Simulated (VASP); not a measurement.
**A VASP 6.6.1 single-point calculation on SrO**

INCAR

```
ISIF = 2
NELM = 120
LWAVE = .FALSE.
NBANDS = 15
LASPH = .TRUE.
LREAL = .FALSE.
SIGMA = 0.02
NSW = 0
ENCUT = 520
GGA = PE
PREC = Accurate
ISMEAR = -1
MAGMOM = 0.5 0.5
EDIFF = 1E-7
ISPIN = 2
LCHARG = .FALSE.
IBRION = -1
```

KPOINTS

```
KPOINTS created by Atomic Simulation Environment
0
Gamma
5 5 5
0 0 0
```

POSCAR

```
Sr O
 1.0000000000000000
     0.0573094069000000    2.5856038861999999    2.5856038861999999
     2.5856038861999999    0.0573094069000000    2.5856038861999999
     2.5856038861999999    2.5856038861999999    0.0573094069000000
 Sr  O
   1   1
Cartesian
  0.0000000000000000  0.0000000000000000  0.0000000000000000
  2.6142585896499999  2.6142585896499999  2.6142585896499999
```

The recommended PBE PAW datasets give the neutral cell 16 valence electrons.

Command

```
mpirun -np 1 vasp_std
```

OSZICAR

```
N       E                     dE             d eps       ncg     rms          rms(c)
DAV:   1     0.685044067067E+02    0.68504E+02   -0.83407E+03  1140   0.101E+03
DAV:   2    -0.109863944434E+02   -0.79491E+02   -0.71575E+02  1535   0.218E+02
DAV:   3    -0.140273246494E+02   -0.30409E+01   -0.30236E+01  1455   0.387E+01
DAV:   4    -0.140821464102E+02   -0.54822E-01   -0.54779E-01  1354   0.539E+00
DAV:   5    -0.140839863340E+02   -0.18399E-02   -0.18399E-02  1490   0.758E-01    0.173E+01
DAV:   6    -0.121450390312E+02    0.19389E+01   -0.66063E+00  1140   0.196E+01    0.201E+01
DAV:   7    -0.120256573240E+02    0.11938E+00   -0.28717E-01  1343   0.476E+00    0.117E+01
DAV:   8    -0.120142651769E+02    0.11392E-01   -0.11551E-01  1490   0.335E+00    0.124E+00
DAV:   9    -0.120158873084E+02   -0.16221E-02   -0.55568E-03  1479   0.496E-01    0.348E-01
DAV:  10    -0.120162481542E+02   -0.36085E-03   -0.20540E-04  1273   0.117E-01    0.165E-01
DAV:  11    -0.120166484430E+02   -0.40029E-03   -0.43869E-04  1168   0.164E-01    0.618E-02
DAV:  12    -0.120166753403E+02   -0.26897E-04   -0.28365E-05  1445   0.418E-02    0.247E-02
DAV:  13    -0.120166814095E+02   -0.60692E-05   -0.30955E-06  1210   0.160E-02    0.139E-02
DAV:  14    -0.120166874187E+02   -0.60092E-05   -0.55906E-06  1147   0.168E-02    0.431E-03
DAV:  15    -0.120166878606E+02   -0.44192E-06   -0.40569E-07  1356   0.466E-03    0.161E-03
DAV:  16    -0.120166878302E+02    0.30402E-07   -0.26644E-08   955   0.133E-03
   1 F= -.12016688E+02 E0= -.12016688E+02  d E =-.976935E-11  mag=    -0.0000
```

It converged. Results: pressure 5.1 GPa; magnetic moment of the cell 0.00 μB.

For comparison, a separate PBE run of the intended cell, on usual settings and not on those above, gives a gap of 3.22 eV on its mesh and a pressure of 5.1 GPa.

The run above took about 20 s on one core of a shared host (Intel Xeon Platinum 8488C) and held 0.18 GiB at most.
